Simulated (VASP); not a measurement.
Set up this calculation in VASP 6.6.1, as the native input.

```
Task                   : relaxation of cell and atoms
Functional             : optPBE-vdW
Potentials or basis    : VASP PAW PBE potentials, release 64 (Si, C)
Cutoff                 : 600 eV
k mesh                 : 10 × 10 × 2
Occupations            : fermi-dirac, width 0.05 eV
Spin                   : no spin polarisation
Further INCAR settings : ALGO = Normal; EDIFF = 1e-07; IBRION = 2; EDIFFG = -0.02; NSW = 60; ISIF = 3
```

The structure of SiC (Moissanite 6H) lies in POSCAR:

```
SiC
1.0
    3.0950000000      0.0000000000      0.0000000000
   -1.5475000000      2.6803486247      0.0000000000
    0.0000000000      0.0000000000     15.1700000000
Si C
6 6
Direct
    0.6666666667      0.3333333333      0.4583000000
    0.3333333333      0.6666666667      0.9583000000
    0.6666666667      0.3333333333      0.7917000000
    0.3333333333      0.6666666667      0.2917000000
    0.0000000000      0.0000000000      0.6250000000
    0.0000000000      0.0000000000      0.1250000000
    0.6666666667      0.3333333333      0.3333000000
    0.3333333333      0.6666666667      0.8333000000
    0.6666666667      0.3333333333      0.6667000000
    0.3333333333      0.6666666667      0.1667000000
    0.0000000000      0.0000000000      0.5000000000
    0.0000000000      0.0000000000      0.0000000000
```

The input as run:

INCAR

```
SYSTEM = SiC
  PREC = Accurate
  ENCUT = 600
  EDIFF = 1E-7
  ISMEAR = -1
  SIGMA = 0.05
  LREAL = .FALSE.
  LASPH = .TRUE.
  NELM = 100
  ALGO = Normal
  ISIF = 3
  LWAVE = .FALSE.
  LCHARG = .FALSE.
  GGA = OR
  LUSE_VDW = .TRUE.
  AGGAC = 0.0
  IBRION = 2
  NSW = 60
  EDIFFG = -0.02
```

KPOINTS

```
regular mesh
0
G
  10 10 2
  0 0 0
```

Potentials or basis: VASP PAW PBE potentials, release 64 (Si, C).

Run with:

```bash
$ cat potpaw_PBE.64/Si/POTCAR potpaw_PBE.64/C/POTCAR > POTCAR
$ mpirun -np 1 vasp_std > vasp.out
```

It gave:

The relaxed volume is 10.57 Å³/atom. The relaxed cell is a = 3.102 Å, b = 3.102 Å, c = 15.224 Å, α = 90.00°, β = 90.00°, γ = 120.00° and the space group after relaxing (to 0.05 Å) is P6_3mc (No. 186). The energy gained by relaxing is 0.5 meV/atom and the ionic steps are 4. The pressure after relaxing is 0.0 GPa and the largest force after relaxing is 0.014 eV/Å. The band gap on the k mesh is 2.18 eV, indirect (least direct gap 3.27 eV).

Caveat: the PAW data sets were made with another functional, which shifts forces and pressure a little.

Run time: 8.6 min on 1 thread of Intel(R) Xeon(R) 6975P-C (Granite Rapids), with other jobs on the host, peak memory 0.84 GiB.
